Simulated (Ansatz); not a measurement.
**Energy ranking of AlGa3As4 structures**

Method: DFT PBE, scalar-relativistic, plane waves, PAW in Ansatz 0.2.0. Settings: cutoff 420 eV, Γ-centred meshes spaced at most about 0.3 Å⁻¹ (2π included), Gaussian smearing. No spin polarisation.

Energies over the elements count from the elements' standard structures at the same level, with no fitted energy shifts.

These are static total energies at zero pressure. Only the structures computed here compete, so a lower one can exist. Kohn–Sham gaps at this level usually fall short of measured ones. The reference form of As is held partly by dispersion forces, which this level lacks.

Invented guesses were relaxed alike, and ends that match in structure were merged. ΔE counts from the first row. Coordination counts As atoms around Al and Ga (those within 1.25 times the shortest such distance or 1.15 times the sum of covalent radii). The ends were matched against large subsets of the Crystallography Open Database and the Materials Project, so a missing match doesn't prove that a structure is unreported.

```
#                            reached from  type and space group  atoms  Å³/atom  coordination  ΔE (meV/atom)  gap on mesh (eV)  in databases
1  Al and Ga ordered on zinc blende sites       P-4m2 (No. 115)      8     23.7    Al 4, Ga 4              0              0.52      no match
2  Al and Ga ordered on zinc blende sites       I-42m (No. 121)      8     23.6    Al 4, Ga 4              1              0.57      no match
3  Al and Ga ordered on zinc blende sites       P-43m (No. 215)      8     23.6    Al 4, Ga 4              1              0.54      no match
```

The first two are tied within the noise. The first: Space group P-4m2 (No. 115), tetragonal, a = 4.061 Å, c = 11.476 Å. Al has 4 As at 2.48 Å; Ga on a site of symmetry 2mm is surrounded by 4 As at 2.49 Å; Ga on a site of symmetry -4m2 has 4 As at 2.49 Å; As on its first site has 2 Al at 2.48 Å and 2 Ga at 2.49 Å; around As on its second site lie 4 Ga at 2.49 Å. Its energy over the elements is −0.384 eV/atom. It lies below the elements, which doesn't yet make it stable against other compounds or structures. An observed structure of this formula, if there is one, may be missing.

```cif
data_structure
_symmetry_space_group_name_H-M 'P-4m2'
_symmetry_Int_Tables_number 115
_cell_length_a 4.0610
_cell_length_b 4.0610
_cell_length_c 11.4757
_cell_angle_alpha 90.000
_cell_angle_beta 90.000
_cell_angle_gamma 90.000
_cell_volume 189.25
loop_
_atom_site_label
_atom_site_type_symbol
_atom_site_symmetry_multiplicity
_atom_site_Wyckoff_symbol
_atom_site_fract_x
_atom_site_fract_y
_atom_site_fract_z
_atom_site_occupancy
Al1 Al 1 a 0.00000 0.00000 0.00000 1
Ga1 Ga 2 f 0.50000 0.50000 0.24975 1
Ga2 Ga 1 d 0.00000 0.00000 0.50000 1
As1 As 2 g 0.50000 0.00000 0.12410 1
As2 As 2 g 0.00000 0.50000 0.37489 1
```

The second: Space group I-42m (No. 121), tetragonal, a = 5.740 Å, c = 11.482 Å. Around Al lie 4 As at 2.48 Å; around Ga on a site of symmetry -42m lie 4 As at 2.49 Å; Ga on a site of symmetry -4 is surrounded by 4 As at 2.49 Å; As is surrounded by 1 Al at 2.48 Å and 3 Ga at 2.49 Å. Counting As atoms around Al and Ga, the first and the second both have Al 4, Ga 4. Cells relaxed within their symmetry can be saddle points.

The three structures are different ways of distributing Al and Ga over one zinc blende cation sublattice, and the energy barely distinguishes them. In the first, As has either two Al and two Ga neighbours or four Ga, whereas in the second every As has one Al and three Ga, yet the two are tied. The reason is that Al and Ga are isovalent and nearly equal in size here: bonds of 2.48 and 2.49 Å leave almost no strain for ordering to relieve, and the small electronegativity difference gives little electrostatic preference.

The energy of −0.384 eV/atom over the elements therefore mainly reflects the formation of polar covalent III–As bonds, not a drive towards a particular cation pattern. With so weak a preference, configurational entropy would probably favour a disordered alloy at growth temperatures, in keeping with the well-known solid solution between GaAs and AlAs. The results thus support tetrahedral bonding with near-degenerate cation arrangements, but not the selection of an ordered ground state.
